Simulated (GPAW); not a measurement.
# Al (Fm-3m) in GPAW: settings compared, part 2 of 2

GPAW 26.7.0.

## Step 5: Band structure, PBE

run.py

```python
from ase.dft.bandgap import bandgap
from ase.io import read, write
from gpaw import GPAW

atoms = read('Al.xyz')

calc = GPAW(mode='lcao',
            h=0.2,
            basis='dzp',
            xc='PBE',
            kpts={'size': (11, 11, 11), 'gamma': True},
            occupations={'name': 'fermi-dirac', 'width': 0.05},
            convergence={'density': 1e-05, 'energy': 1e-05},
            maxiter=150,
            txt='gpaw.txt')
atoms.calc = calc
energy = atoms.get_potential_energy()
forces = atoms.get_forces()
calc.write('gs.gpw')
write('result.traj', atoms)
print(f'Energy: {energy:.6f} eV')
print('Forces (eV/A):')
print(forces.round(4))
print('Fermi level:', round(calc.get_fermi_level(), 4), 'eV')
print(f'Gap: {bandgap(calc)[0]:.4f} eV, direct: {bandgap(calc, direct=True)[0]:.4f} eV')

path = atoms.cell.bandpath('GXWKGLUWLK,UX', npoints=80, eps=1e-4)
bs_calc = calc.fixed_density(kpts=path, symmetry='off', txt='bands.txt')
bs = bs_calc.band_structure()
bs.write('bs.json')
print(f'Gap on the path: {bandgap(bs_calc)[0]:.4f} eV')
```

Al.xyz

```xyz
1
Lattice="0.0000000000 2.0248050000 2.0248050000 2.0248050000 0.0000000000 2.0248050000 2.0248050000 2.0248050000 0.0000000000" Properties=species:S:1:pos:R:3 pbc="T T T"
Al     0.0000000000      0.0000000000      0.0000000000
```

Potentials or basis: GPAW PAW data sets (gpaw-data 1.2.1), lcao:dzp.

Started as:

```sh
$ OMP_NUM_THREADS=1 python run.py
```

It took 2.1 min on 1 thread of Arm Neoverse V1, shared host; peak memory 0.14 GiB.

Results (log left out):

| Property | Result |
| --- | --- |
| Free energy | -3.6605 eV |
| Band gap along the path | none (metal or under the smearing width) |

Levels at the corners of the path, in eV from the Fermi level:
```tsv
point	band 1	band 2	band 3
Γ	-11.15	13.05	13.05
X	-2.98	-1.62	5.50
W	-0.87	-0.87	0.18
K	-1.93	-1.38	-0.39
Γ	-11.15	13.05	13.05
L	-4.64	-4.41	11.52
U	-1.93	-1.38	-0.39
W	-0.87	-0.87	0.18
L	-4.64	-4.41	11.52
K	-1.93	-1.38	-0.39
U	-1.93	-1.38	-0.39
X	-2.98	-1.62	5.50
```

Caveat: the real-space grid adds noise to forces; the basis of atomic orbitals isn't converged, which shifts pressures, moduli and gaps.

## Step 6: Band structure, PBE

run.py

```python
from ase.dft.bandgap import bandgap
from ase.io import write
from ase.spacegroup import crystal
from gpaw import GPAW

# Al 4a
atoms = crystal(['Al'],
                basis=[[0.0, 0.0, 0.0]],
                spacegroup=225, setting=1,  # Fm-3m
                cellpar=[4.04961, 4.04961, 4.04961, 90.0, 90.0, 90.0],
                primitive_cell=True)

calc = GPAW(mode='fd',
            h=0.16,
            xc='PBE',
            kpts={'size': (11, 11, 11), 'gamma': True},
            occupations={'name': 'fermi-dirac', 'width': 0.05},
            nbands=7,
            convergence={'density': 1e-05, 'energy': 1e-05},
            maxiter=150,
            txt='gpaw.txt')
atoms.calc = calc
energy = atoms.get_potential_energy()
forces = atoms.get_forces()
calc.write('gs.gpw')
write('result.traj', atoms)
print(f'Energy: {energy:.6f} eV')
print('Forces (eV/A):')
print(forces.round(4))
print('Fermi level:', round(calc.get_fermi_level(), 4), 'eV')
print(f'Gap: {bandgap(calc)[0]:.4f} eV, direct: {bandgap(calc, direct=True)[0]:.4f} eV')

path = atoms.cell.bandpath('GXWKGLUWLK,UX', npoints=60, eps=1e-4)
bs_calc = calc.fixed_density(kpts=path, symmetry='off', nbands=13,
                             convergence={'bands': 'CBM+6.0', 'eigenstates': 1e-6}, txt='bands.txt')
bs = bs_calc.band_structure()
bs.write('bs.json')
print(f'Gap on the path: {bandgap(bs_calc)[0]:.4f} eV')
```

Potentials or basis: GPAW PAW data sets (gpaw-data 1.2.1), fd.

Started as:

```sh
$ OMP_NUM_THREADS=1 python run.py
```

gpaw.txt:

```text
__  _  _
 | _ |_)|_||  |
 |__||  | ||/\| - 26.7.0

Input parameters:
  mode=FD(),
  convergence={'density': 1e-05, 'energy': 1e-05},
  h=0.16,
  kpts=MonkhorstPack(size=(11, 11, 11), gamma=True),
  maxiter=150,
  nbands=7,
  occupations=Occupations(name='fermi-dirac', width=0.05),
  xc=XC(name='PBE')

Diagonalizing LCAO Hamiltonian
Converting LCAO to fd mode

       Al

Atoms  # Å, Bohr magnetons
|   | symbol |        x |        y |        z |    initial magnetic moments |
|---|--------|----------|----------|----------|-----------------------------|
| 0 |     Al | 0.000000 | 0.000000 | 0.000000 | ( 0.0000,  0.0000,  0.0000) |

Unit cell  # Å
| periodic |        x |        y |        z |  lengths |    angles |
|----------|----------|----------|----------|----------|-----------|
|      yes | 0.000000 | 2.024805 | 2.024805 | 2.863507 | 60.000000 |
|      yes | 2.024805 | 0.000000 | 2.024805 | 2.863507 | 60.000000 |
|      yes | 2.024805 | 2.024805 | 0.000000 | 2.863507 | 60.000000 |

Number of symmetries: 48
Symmetry operations  # r_c * U_cc + t_c -> r_c
|    | kind |            matrix            |
|----|------|------------------------------|
|  0 |  σ   |  1, 0, 0,  1, 0,-1,  1,-1, 0 |
|  1 |  C2  |  1, 0, 0,  1,-1, 0,  1, 0,-1 |
|  2 |  E   |  1, 0, 0,  0, 1, 0,  0, 0, 1 |
|  3 |  σ   |  1, 0, 0,  0, 0, 1,  0, 1, 0 |
|  4 |  C4  |  1, 0,-1,  1, 0, 0,  1,-1, 0 |
|  5 |  S6  |  1, 0,-1,  1,-1, 0,  1, 0, 0 |
|  6 |  σ   |  1, 0,-1,  0, 1,-1,  0, 0,-1 |
|  7 |  C3  |  1, 0,-1,  0, 0,-1,  0, 1,-1 |
|  8 |  S6  |  1,-1, 0,  1, 0, 0,  1, 0,-1 |
|  9 |  C4  |  1,-1, 0,  1, 0,-1,  1, 0, 0 |
| 10 |  C3  |  1,-1, 0,  0,-1, 1,  0,-1, 0 |
| 11 |  σ   |  1,-1, 0,  0,-1, 0,  0,-1, 1 |
| 12 |  σ   |  0, 1, 0,  1, 0, 0,  0, 0, 1 |
| 13 |  C4  |  0, 1, 0,  0, 1,-1, -1, 1, 0 |
| 14 |  C3  |  0, 1, 0,  0, 0, 1,  1, 0, 0 |
| 15 |  S6  |  0, 1, 0, -1, 1, 0,  0, 1,-1 |
| 16 |  C2  |  0, 1,-1,  1, 0,-1,  0, 0,-1 |
| 17 |  σ   |  0, 1,-1,  0, 1, 0, -1, 1, 0 |
| 18 |  S4  |  0, 1,-1,  0, 0,-1,  1, 0,-1 |
| 19 |  C4  |  0, 1,-1, -1, 1, 0,  0, 1, 0 |
| 20 |  C3  |  0, 0, 1,  1, 0, 0,  0, 1, 0 |
| 21 |  σ   |  0, 0, 1,  0, 1, 0,  1, 0, 0 |
| 22 |  S6  |  0, 0, 1,  0,-1, 1, -1, 0, 1 |
| 23 |  C4  |  0, 0, 1, -1, 0, 1,  0,-1, 1 |
| 24 |  S4  |  0, 0,-1,  1, 0,-1,  0, 1,-1 |
| 25 |  C3  |  0, 0,-1,  0, 1,-1,  1, 0,-1 |
| 26 |  C2  |  0, 0,-1,  0,-1, 0, -1, 0, 0 |
| 27 |  S6  |  0, 0,-1, -1, 0, 0,  0,-1, 0 |
| 28 |  S4  |  0,-1, 1,  1,-1, 0,  0,-1, 0 |
| 29 |  C4  |  0,-1, 1,  0, 0, 1, -1, 0, 1 |
| 30 |  C2  |  0,-1, 1,  0,-1, 0,  1,-1, 0 |
| 31 |  σ   |  0,-1, 1, -1, 0, 1,  0, 0, 1 |
| 32 |  C3  |  0,-1, 0,  1,-1, 0,  0,-1, 1 |
| 33 |  S6  |  0,-1, 0,  0, 0,-1, -1, 0, 0 |
[... 62 lines left out ...]
    Z:       13.0
    valence: 3
    core:    10
    charge:  0.0  # [|e|]
    compensation charges:
      type: gauss
      rc: 0.34  # [Å]
      lmax: 2
    cutoffs:
      filter: 1.91  # [Å]
      core: 2.36  # [Å]
    projectors
    | kind |    occ | energy [eV] | rcut [Å] |
    |------|--------|-------------|----------|
    |   3s |  2.000 |      -7.753 |    1.085 |
    |   3p |  1.000 |      -2.712 |    1.085 |
    |    s |        |      19.459 |    1.085 |
    |    p |        |      24.499 |    1.085 |
    |    d |        |       0.000 |    1.085 |

    Using partial waves for Al as LCAO basis

Reference energy: -6603.423265  # eV

eigensolver:
  PPCG
  Converge bands: occupied
  niter=2

density mixing:
  MSR1-Mixer
  Pratt-step length: 0.05
  Maximum mixing coefficient: 0.75
  Old densities: 10
  SVD Regularization: 0.005
  Good broyden scale: 1.0
  Trust region scale: 1.0
  Backstep threshold: 4.0
  History deletion threshold: 6.0
  Fourier metric: weight=20.0, sigma=0.015

occupation numbers:
  Fermi-Dirac:
    width: 0.0500  # eV

FastPoissonSolver using
    Stencil: 12*3+1=37 point O(h^6) finite-difference Laplacian
    FFT axes: [np.int64(0), np.int64(1), np.int64(2)]
    FST axes: []

xc functional:
  name: PBE with 2 nearest neighbor stencil
interpolation: tri-quintic # 5. degree polynomial

convergence criteria:
- Maximum integral of absolute [dens]ity change: 1e-05 electrons / valence electron
- Maximum [total energy] change in last 3 cyles: 1e-05 eV / valence electron
- Maximum integral of absolute [eigenst]ate change: 4e-08 eV^2 / valence electron
maximum number of iterations: 150

SCF iterations
|iter     | |      energy | eigst |  dens |
|---------|-|-------------|-------|-------|
|iter:   1| |   -3.731553 | +0.84 |       |
|iter:   2| |   -3.745430 | -0.66 | -0.98 |
|iter:   3| |   -3.744960 | -1.81 | -1.00 |
|iter:   4| |   -3.745840 | -2.58 | -1.56 |
|iter:   5| |   -3.745941 | -3.64 | -2.34 |
|iter:   6| |   -3.745943 | -4.74 | -3.34 |
|iter:   7| |   -3.745943c| -5.76 | -4.09 |
|iter:   8| |   -3.745943c| -6.65 | -4.69 |
|iter:   9| |   -3.745943c| -7.49c| -5.46c|

Converged in 9 steps
Energy contributions relative to reference atoms: (reference = -6603.423265)

Energy contributions:
  Kinetic:           3.519721
  Coulomb:          -1.667306
  Zero:             -0.006673
  External:          0.000000
  Xc:               -5.589681
  Entropy:          -0.004007
  Spinorbit:         0.000000
  ----------------------------
  Free energy:      -3.747946
  Extrapolated:     -3.745943

dipole moment: (-6.948389, -6.948389, -6.948389)  # |e|*Ang

Fermi level: 7.112
Eigenvalues  # (at kpt = [0.000, 0.000, 0.000])
| band index |      eig [eV] | occ [0-2] |
|------------|---------------|-----------|
|          0 |        -3.995 |     2.000 |
|          1 |        19.692 |     0.000 |
|          2 |        19.692 |     0.000 |
|          3 |        21.140 |     0.000 |
|          4 |        21.140 |     0.000 |
|          5 |        21.140 |     0.000 |
|          6 |        22.337 |     0.000 |

No gap
No difference between direct/indirect transitions

Forces  # eV/Ang
|       x |       y |       z |
|---------|---------|---------|
| 0.00000 | 0.00000 | 0.00000 |  # Al   0

# Writing to gs.gpw (mode='')
```

Run time: 34 s. Hardware: 1 thread of Arm Neoverse V1, shared host; peak memory 0.3 GiB.

Results:

| Quantity | Value |
| --- | --- |
| Free energy | -3.7479 eV |
| Band gap along the path | none (metal or under the smearing width) |

Levels at the corners of the path, in eV from the Fermi level:
```
point  band 1  band 2  band 3  band 4  band 5
    Γ  -11.11   12.58   12.58   12.58   14.03
    X   -2.92   -1.61    5.24    5.56    5.56
    W   -0.85   -0.85    0.17    1.07   15.80
    K   -1.89   -1.36   -0.42    6.53    8.17
    Γ  -11.11   12.58   12.58   12.58   14.03
    L   -4.58   -4.38   11.35   11.35   11.42
    U   -1.89   -1.36   -0.42    6.53    8.17
    W   -0.85   -0.85    0.17    1.07   15.80
    L   -4.58   -4.38   11.35   11.35   11.42
    K   -1.89   -1.36   -0.42    6.53    8.17
    U   -1.89   -1.36   -0.42    6.53    8.17
    X   -2.92   -1.61    5.24    5.56    5.56
```

Caveat: the real-space grid adds noise to forces.

## Step 7: Comparison with measurements

Step 3. Against the measured bulk modulus of Al, 76.9 GPa (quoted in “The interpretation of polycrystalline coherent inelastic neutron scattering from aluminium”, 2013, pmc:3831299), the calculated 78 GPa is off by +1.4 %. The fit is for a static lattice scaled at fixed shape and fixed fractional positions. The cell as given is a measured one (16.60 Å³/atom); BLYP+D4 puts the equilibrium volume -4.6 % from it, thermal expansion not counted.
